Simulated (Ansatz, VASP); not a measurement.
One calculation of GaN, two programs

```
CELL_PARAMETERS angstrom
3.02100 0.00000 0.00000
-1.51050 2.61626 0.00000
0.00000 0.00000 4.90770
ATOMIC_POSITIONS crystal
Ga 0.33333 0.66667 0.00000
Ga 0.66667 0.33333 0.50000
N 0.33333 0.66667 0.37500
N 0.66667 0.33333 0.87500
```

Change from the starting cell: strain -0.050 along x and y, -0.050 along z, atoms carried along.

Alike in both runs: task single point; functional PBE; k mesh 12 × 12 × 6; occupations gaussian, width 0.05 eV; no spin polarisation.

|  | VASP | Ansatz |
| --- | --- | --- |
| version | VASP 6.6.1 | Ansatz 0.2.0 |
| potentials or method | VASP PAW PBE potentials, release 64 (Ga_d, N) | scalar-relativistic, plane waves, PAW |
| plane-wave cutoff (eV) | 520 | 420 |
| valence electrons in the cell | 36 | 36 |

Ansatz gave:

| Property | Result |
| --- | --- |
| gap on the k mesh at the Fermi level (eV) | 2.99 |
| least direct gap on the mesh (eV) | 2.99 |
| pressure (GPa) | 50.6 |
| largest component of the traceless stress (GPa) | 2.66 |
| rms of the force components (eV/Å) | 0.106 |

Q: Which values does VASP return?

A: gap on the k mesh at the Fermi level (eV): 3.01; least direct gap on the mesh (eV): 3.01; pressure (GPa): 50.3; largest component of the traceless stress (GPa): 2.68; rms of the force components (eV/Å): 0.103.

Atom by atom the forces differ by 0.003 eV/Å (rms over components).

Caveats: so large a pressure means that the cell lies far from this level's equilibrium, or that cutoff or potentials fall short (VASP). A k mesh can miss the band edges.
